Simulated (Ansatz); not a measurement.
# CuO (Tenorite) (C2/c) in Ansatz: notebook

The runs below take CuO (Tenorite) through single point, with PBE.

Everything below comes from runs of Ansatz 0.2.0. Logs are shortened: lines on timing, memory, paths and dates and some standing lists are left out, and cuts for length are marked.

### Step 1. Starting point

Symmetry: C2/c, No. 15, monoclinic system. Conventional cell: a = 4.684 Å, b = 3.423 Å, c = 5.129 Å, α = 90.00°, β = 99.54°, γ = 90.00°. Cu (site symmetry -1) is surrounded by 4 O at 1.95 to 1.96 Å. O (site symmetry 2) has 4 Cu at 1.95 to 1.96 Å as nearest neighbours.

### Step 2. Single point, PBE

input.yaml reads:

```yaml
crystal:
  lattice:
    - [2.34185, -1.7113, 0.0]
    - [2.34185, 1.7113, 0.0]
    - [-0.8500274268, 0.0, 5.0578693947]
  atoms:
    - { symbol: Cu, position: [0.5, 0.0, 0.5] }
    - { symbol: Cu, position: [0.0, 0.5, 0.0] }
    - { symbol: O, position: [0.4184, 0.5816, 0.75] }
    - { symbol: O, position: [0.5816, 0.4184, 0.25] }
hamiltonian:
  xc: pbe
  pseudopotentials: { kind: paw }
kpoints:
  mp_grid: { grid: [10, 10, 5] }
scf:
  occupations: { method: gaussian, width: 0.021 }
output:
  forces: true
  stress: true
  eigenvalues: true
```

Potentials or basis: Ansatz PAW.

On the command line:

```
$ ansatz run input.yaml --threads 2 --pin off --max-ram 5632MiB --backend cpu --events-out ev --progress --plain --runs-dir out
```

The program printed:

```text
Warning: RAYON_NUM_THREADS=2 ignored (pool sized by the plan → 2); use --threads N
Engine: ansatz 0.2.0, x86_64-unknown-linux-gnu
Pseudopotentials: kind: paw
Pseudopotential: Cu, paw, valence charge 19, recommended cutoff 420 eV (normal), Cu.paw.azcp
Pseudopotential: O, paw, valence charge 6, recommended cutoff 420 eV (normal), O.paw.azcp
Functional definition: PBE
  parameter kappa = 0.804
  parameter beta = 0.06672455060314922
  exchange = pbe_x(kappa = kappa, mu = beta*pi^2/3)
  correlation = pbe_c(beta = beta)
Crystal: 4 atoms, lattice volume = 40.540 Å³
Basis set: ecut = 420 eV, 787 PW (Γ), exchange–correlation on 40×40×72 points (8 copies of the dense FFT grid, shifted against one another)
Bands: 30, of which v1, the nominal top of the filled ones, is band 25 counted from 1 (24 counted from 0)
Symmetry: 4 space group operations
Space group: C2/c (ITA 15), of the structure as read, at distance tolerance 3.4e-5 Å
k-points: 141 of 500
Non-local potential: Cu, projectors of the file, l = 0: 3, l = 1: 2, l = 2: 3, l = 3: 1
Non-local potential: O, projectors of the file, l = 0: 2, l = 1: 2, l = 2: 1
PAW form: soft (Blöchl's): semilocal exchange-correlation on the pseudo side does not see the compensation charge
PAW one-centre angular grid: Cu, 590 points (default); XC on 64 Gauss nodes
PAW one-centre angular grid: O, 110 points (default); XC on 64 Gauss nodes
Initial density: superposition of atomic densities (neutral atoms: chi_scale 0, normalization atom), corrected by the library's trained network
Initial wavefunctions: pseudopotential atomic-orbital guess
Functional: x = pbe(κ = 0.804, μ = 0.2195149727645171), c = pbe(β = 0.06672455060314922)
SCF iter   1: F=—  HF=-14382.350785 eV  |F-HF|=—  |Δ(HF+E_count)|=         —  Δρ=5.19e-3  dr2=2.67e-3  ethr=1.77e-3  ⟨swp⟩=5.3  Hψ=14980  notcnv=0
preconditioner: auto → Kerker (q_TF=auto, 2.825 Å⁻¹)  [metal: Δε(μ)=0.008 eV  Ē_g=11.246 eV  σ=0.021 eV  W_gap=0.20  n_scr=20 (ndim 8)  ℏωp=34.0 eV  f_vac=0.000  D(μ)=2.13/eV (n_scr^D=20)]
SCF iter   2: F=—  HF=-14382.350154 eV  |F-HF|=—  |Δ(HF+E_count)|=   6.32e-4  Δρ=2.55e-3  dr2=7.97e-4  ethr=5.33e-6  ⟨swp⟩=2.0  Hψ=8093  notcnv=0  defer=4
SCF iter   3: F=—  HF=-14382.349963 eV  |F-HF|=—  |Δ(HF+E_count)|=   1.90e-4  Δρ=3.88e-4  dr2=4.75e-5  ethr=1.59e-6  ⟨swp⟩=2.9  Hψ=6333  notcnv=0  defer=4
SCF iter   4: F=—  HF=-14382.349979 eV  |F-HF|=—  |Δ(HF+E_count)|=   1.62e-5  Δρ=1.43e-4  dr2=6.95e-6  ethr=9.49e-8  ⟨swp⟩=2.1  Hψ=6510  notcnv=0  defer=4
SCF iter   5: F=—  HF=-14382.349980 eV  |F-HF|=—  |Δ(HF+E_count)|=   9.88e-7  Δρ=7.14e-5  dr2=1.21e-6  ethr=1.39e-8  ⟨swp⟩=2.4  Hψ=6513  notcnv=0  defer=4
SCF iter   6: F=—  HF=-14382.349980 eV  |F-HF|=—  |Δ(HF+E_count)|=   2.70e-8  Δρ=3.63e-5  dr2=3.65e-7  ethr=2.41e-9  ⟨swp⟩=2.0  Hψ=7472  notcnv=0  defer=4
SCF iter   7: F=-14382.349980 eV  HF=-14382.349980 eV  |F-HF|=1.10e-8  |Δ(HF+E_count)|=   7.23e-8  Δρ=8.58e-6  dr2=2.79e-8  ethr=2.00e-10  ⟨swp⟩=5.2  Hψ=16883  notcnv=0
SCF 1 converged in 7 iterations: F = -14382.349980 eV  dr2 = 2.79e-8
SCF converged after 7 iterations
Free energy (F): -14382.349980 eV
Harris-Foulkes:  -14382.349980 eV  (|F-HF|=1.10e-8)
Internal energy: -14382.349416 eV  (E = F + TS)
E sigma→0 (E₀):  -14382.349698 eV
Entropy (-TS):   -0.000565 eV (-0.141 meV/atom)
Fermi energy:    12.249056 eV
--- Per-component energies (eV) ---
  E_band       = -854.288503
  E_kinetic    = 943.174233
  E_local      = -9663.214411  (includes V_loc(G=0)·N_el)
  E_nonlocal   = 879.139738
  E_hartree    = 4186.596683
  E_xc         = -323.943627
  E_vxc        = -415.866565  (∫ρ·V_xc dr)
  E_paw        = -3639.779669  (= ΣΔE_a)
  E_vpaw       = -970.706207  (= ΣTr[D̂ρ^β])
  E_aug_tail   = 0.005569  (compensation charges beyond the density's cutoff)
  E_ewald      = -6764.327933
  E_smearing   = -0.000565  (= −TS)
  E_closure    = -0.000000  (closes the sum)
  Σ components = -14382.349980   (vs F -14382.349980, Δ=0.00e0)
--- Forces (eV/Å), atoms counted from 1 ---
  atom   1  Cu    -0.00000000     0.00000000     0.00000000
  atom   2  Cu     0.00000000     0.00000000    -0.00000000
  atom   3  O      0.00000000    -0.26171434    -0.00000000
  atom   4  O      0.00000000     0.26171434     0.00000000
  max |Σ_I F_I| component: 1.89e-29 eV/Å
--- Stress (GPa, compression-positive) ---
        5.461182      -0.000000      -1.286504
       -0.000000       6.902830       0.000000
       -1.286507       0.000000       4.690309
  P = ⅓ Tr σ = 5.6848 GPa (56.848 kbar)
--- Band table (eV; the first three rows and the last of 141) ---
  k-point 0: bands = ["-100.3353", "-100.3347", "-57.8702", "-57.8699", "-57.8380", "-57.8293", "-57.4242", "-57.4237", "-7.7321", "-6.3954", "4.0446", "6.6589", "7.0571", "8.9308", "9.1071", "9.1149", "9.1798", "9.2717", "9.5458", "9.6354", "9.8692", "10.0358", "10.0952", "10.5895", "12.4589", "13.1958", "13.9431", "18.2475", "20.3784", "25.5750"]
  k-point 1: bands = ["-100.3353", "-100.3348", "-57.8701", "-57.8699", "-57.8372", "-57.8302", "-57.4242", "-57.4237", "-7.6243", "-6.5489", "4.4250", "6.7401", "7.0870", "8.3180", "8.5874", "8.6476", "9.2914", "9.4772", "9.7343", "9.7491", "9.9676", "10.1564", "10.3383", "10.4846", "12.4272", "13.0402", "14.4763", "17.6934", "21.2136", "25.6164"]
  k-point 2: bands = ["-100.3351", "-100.3349", "-57.8700", "-57.8700", "-57.8350", "-57.8324", "-57.4241", "-57.4239", "-7.3260", "-6.9189", "5.4521", "6.8418", "6.9460", "7.1361", "8.2110", "8.2702", "9.4501", "9.5434", "9.8128", "9.8807", "9.9389", "10.1522", "10.6085", "10.7213", "12.3981", "12.6699", "15.5810", "16.7065", "22.9210", "24.8660"]
  k-point 140: bands = ["-100.3337", "-100.3336", "-57.8833", "-57.8820", "-57.8342", "-57.8323", "-57.4328", "-57.4319", "-6.3280", "-6.2171", "5.3731", "5.8829", "6.5761", "6.6610", "7.0366", "7.4254", "9.4064", "9.6974", "9.9888", "10.0085", "10.5131", "10.5246", "10.9112", "11.0054", "11.5646", "12.2136", "16.8653", "18.0357", "20.8826", "21.5766"]
```

It took 9 s on 2 threads of Intel Xeon at 2.50GHz (Skylake/Cascade Lake), shared host; peak memory 0.43 GiB.

What came out:

```
Free energy            : -14382.3500 eV
Pressure               : 5.7 GPa
Largest force          : 0.262 eV/Å
Band gap on the k mesh : none (metal or under the smearing width)
```

Forces on the atoms (eV/Å):
```
Cu   0.000  0.000  0.000
Cu   0.000  0.000  0.000
O    0.000 -0.262  0.000
O    0.000  0.262  0.000
```

Caveat: the pressure holds a Pulay correction of +0.7 GPa for the finite cutoff; the run has no spin polarisation, though such a crystal can be magnetic; semilocal functionals often make such compounds metallic where correlation or magnetic order opens a gap, which also shifts bond lengths.

### Step 3. Single point, PBE

Edit input.yaml of step 2 so:

```diff
@@ -16,3 +16,3 @@
 scf:
-  occupations: { method: gaussian, width: 0.021 }
+  occupations: { method: gaussian, width: 0.022 }
 output:
@@ -21 +21,5 @@
   eigenvalues: true
+  write_density: true
+  write_potential: true
+  elf: true
+  volumetric_format: npy
```

Potentials or basis: Ansatz PAW.

On the command line:

```
$ ansatz run input.yaml --threads 2 --pin off --max-ram 5632MiB --backend cpu --events-out ev --progress --plain --runs-dir out
```

Run time: 11 s. Hardware: 2 threads of Intel Xeon at 2.50GHz (Skylake/Cascade Lake), shared host; peak memory 0.44 GiB.

Results (log left out):

```yaml
Free_energy: -14382.3500 eV
Pressure: 5.7 GPa
Largest_force: 0.262 eV/Å
Band_gap_on_the_k_mesh: none (metal or under the smearing width)
```

Forces in eV/Å, atoms in the order of the input:
```
Cu   0.000  0.000  0.000
Cu   0.000  0.000  0.000
O    0.000 -0.262  0.000
O    0.000  0.262  0.000
```

Stress tensor (GPa, compression positive):
```
 5.46  0.00 -1.28
 0.00  6.90  0.00
-1.28  0.00  4.69
```

Levels at points of the mesh, in eV from the Fermi level:
| k point | band 23 | band 24 | band 25 | band 26 | band 27 | band 28 |
| --- | --- | --- | --- | --- | --- | --- |
| (0.00, 0.00, 0.00) | -2.15 | -1.66 | 0.21 | 0.95 | 1.69 | 6.00 |
| (0.00, -0.50, 0.00) | -1.51 | -1.41 | 0.01 | 0.26 | 4.83 | 6.27 |
| (-0.50, -0.50, 0.00) | -1.65 | -1.21 | -0.66 | 1.07 | 3.31 | 7.07 |

Caveat: the pressure holds a Pulay correction of +0.7 GPa for the finite cutoff; the run has no spin polarisation, though such a crystal can be magnetic; semilocal functionals often make such compounds metallic where correlation or magnetic order opens a gap, which also shifts bond lengths. With open d or f shells a metallic result of PBE can be an artefact of self-interaction; +U or a hybrid may open a gap.
